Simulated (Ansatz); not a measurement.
TiSi2:

```
Ti Si
1.0
     0.00000    4.11752    4.26290
     2.38951    0.00000    4.26290
     2.38951    4.11752    0.00000
Ti Si
2 4
Cartesian
  3.5843 6.1763 6.3943
  2.3895 4.1175 4.2629
  1.1948 3.3975 2.1314
  1.1948 0.7200 2.1314
  2.3895 1.3387 4.2629
  2.3895 6.8963 4.2629
```

The cell is a database's computed one.

| Quantity | Value |
| --- | --- |
| Program | Ansatz 0.2.0 |
| Task | relaxation of cell and atoms |
| Functional | revPBE |
| Dispersion | D4 |
| Potentials or basis | Ansatz PAW |
| Cutoff | 420 eV (not typed: the program's choice for these potentials) |
| k mesh | 7 × 7 × 7 |
| Occupations | fermi-dirac, width 0.05 eV |
| Spin | no spin polarisation |

At the start: volume 13.98 Å³/atom.

Q: Where does the relaxation end?

A: It ends after 6 steps and the volume is 13.59 Å³/atom (-2.8 %); space group Fddd (No. 70, to 0.05 Å).

The path:
```tsv
step	energy change (eV)	largest force (eV/Å)	volume (Å³)
1	0.0000	0.0391	83.88
2	-0.0302	0.0090	81.16
3	-0.0340	0.0062	81.56
4	-0.0341	0.0053	81.55
5	-0.0341	0.0037	81.53
6	-0.0337	0.0036	81.53
```

Final structure:
```
CELL_PARAMETERS angstrom
0.00000 4.05687 4.24568
2.36684 0.00000 4.24568
2.36684 4.05687 0.00000
ATOMIC_POSITIONS crystal
Ti 0.75000 0.75000 0.75000
Ti 0.50000 0.50000 0.50000
Si 0.41330 0.08670 0.41330
Si 0.08670 0.41330 0.08670
Si 0.16330 0.83670 0.16330
Si 0.83670 0.16330 0.83670
```

Caveat: the plane-wave basis is chosen anew once the cell has moved, so the energies of steps on either side of that aren't comparable; pairwise dispersion overbinds metals, which lowers pressure and volume; the PAW data sets come from PBE, with cores solved anew for the run's functional, which leaves a small shift of forces and pressure.
